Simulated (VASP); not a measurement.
Set up this calculation in VASP 6.6.1, as the native input.

```yaml
Task: relaxation of cell and atoms
Functional: PBE
Potentials_or_basis: VASP PAW PBE potentials, release 64 (Ti_sv, C)
Cutoff: 600 eV
k_mesh: 16 × 16 × 14
Occupations: fermi-dirac, width 0.08 eV
Spin: no spin polarisation
Dipole_correction: no
Further_INCAR_settings: ALGO = Normal; EDIFF = 1e-06; IBRION = 2; EDIFFG = -0.005; NSW = 100; ISIF = 3
```

The structure of TiC lies in POSCAR:

```
TiC
1.0
    2.9705734512      0.0000000000      0.0000000000
   -1.4852867256      2.5725920725      0.0000000000
    0.0000000000      0.0000000000      2.9111619821
Ti C
1 1
Direct
    0.0000000000      0.0000000000      0.0000000000
    0.3333333333      0.6666666667      0.5000000000
```

The cell comes from a database or a generator and needn't be the stable form of this composition.

The cell isn't the ideal one: cell and atoms relaxed from a first guess.

These files were run (other wordings do the same):

INCAR

```
SYSTEM = TiC
PREC = Accurate ; ENCUT = 600
EDIFF = 1E-6 ; ISMEAR = -1
SIGMA = 0.08 ; LREAL = .False.
LASPH = .True. ; NELM = 100
ALGO = Normal ; ISIF = 3
LWAVE = .False. ; LCHARG = .False.
GGA = PE ; IBRION = 2
NSW = 100 ; EDIFFG = -0.005
```

KPOINTS

```
Automatic mesh
0
Gamma
  16 16 14
  0 0 0
```

Potentials or basis: VASP PAW PBE potentials, release 64 (Ti_sv, C).

Command:

```bash
$ cat potpaw_PBE.64/Ti_sv/POTCAR potpaw_PBE.64/C/POTCAR > POTCAR
$ mpirun -np 1 vasp_std > vasp.out
```

It gave:

```json
{
  "Relaxed volume": "10.82 Å³/atom",
  "Relaxed cell": "a = 3.046 Å, b = 3.046 Å, c = 2.694 Å, α = 90.00°, β = 90.00°, γ = 120.00°",
  "Space group after relaxing (to 0.05 Å)": "P-6m2 (No. 187)",
  "Energy gained by relaxing": "81.9 meV/atom",
  "Ionic steps": "12",
  "Pressure after relaxing": "0.0 GPa",
  "Band gap on the k mesh": "none (metal or under the smearing width)"
}
```

Wall time 2.4 min on 1 thread of Intel(R) Xeon(R) 6975P-C (Granite Rapids), on a shared host, peak memory 0.22 GiB.
